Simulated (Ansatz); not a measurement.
Theory: DFT PBE, scalar-relativistic, plane waves, PAW in Ansatz 0.2.0. Settings: cutoff 420 eV, Γ-centred meshes spaced at most about 0.3 Å⁻¹, and about 0.25 Å⁻¹ or finer for metals (2π included), Gaussian smearing. No spin polarisation.

Temperature and zero-point effects are left out.

**Question.** Which of these relaxed structures of Sn4Te is the lowest in energy?
A. Space group Pm-3m (No. 221), cubic, a = 5.844 Å. Sn on a site of symmetry 4/mmm is surrounded by 2 Te at 2.92 Å and 12 Sn at 4.13 Å; around Sn on a site of symmetry m-3m lie 12 Sn at 4.13 Å (long contacts); Te is surrounded by 6 Sn at 2.92 Å.
B. Space group R3m (No. 160), trigonal, a = 7.596 Å, c = 12.681 Å. Sn on a site of symmetry 3m is surrounded by 6 Sn at 3.03–3.15 Å; Sn on a site of symmetry m is surrounded by 1 Te at 2.95 Å and 4 Sn at 3.03–3.24 Å; Te has 3 Sn at 2.95 Å.

**Answer.** B. The other, A, lies 0.38 eV/atom higher. Counting Sn atoms around Te (those within 1.25 times the shortest such distance or 1.15 times the sum of covalent radii): B has Te 3; A has Te 6. Both come from invented guesses. The lowest form computed isn't among them: it has space group P4/mmm (No. 123), 37.8 Å³/atom and lies 9 meV/atom below the best shown. Even the lowest of the cells shown lies +0.23 eV/atom against the elements.

These runs have no spin–orbit coupling, which can matter for Te. Cells relaxed within their symmetry can be saddle points. Some candidate types were left out of the draw beforehand, so a known form may be missing.
